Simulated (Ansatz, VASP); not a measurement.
## One calculation of Cu, two programs

```xyz
1
Lattice="0.0000 1.7883 1.7883 1.7883 0.0000 1.7883 1.7883 1.7883 0.0000" Properties=species:S:1:pos:R:3 pbc="T T T"
Cu    0.0000    0.0000    0.0000
```

Alike in both runs: functional r2SCAN; k mesh 20 × 20 × 20; occupations gaussian, width 0.1 eV; no spin polarisation.

Ansatz relaxed the structure, and its values are those at the end. VASP's run is a single point on that final structure, the one shown.

```csv
,VASP,Ansatz
version,VASP 6.6.1,Ansatz 0.2.0
potentials or method,"VASP PAW PBE potentials, release 64 (Cu)","scalar-relativistic, plane waves, PAW"
plane-wave cutoff (eV),520,500
valence electrons in the cell,11,19
```

```csv
,VASP,Ansatz,Ansatz less VASP
gap on the k mesh at the Fermi level (eV),none,none,-
pressure (GPa),0.5,0.0,-0.49
```

A gap of «none» marks a metal or a gap that the smearing closes. With one functional, cell and mesh, what is left measures potentials, basis and numerics. The two sets of potentials don't hold the same shells in valence.

Caveats: the PAW data sets were made with another functional, which shifts forces and pressure a little (VASP).
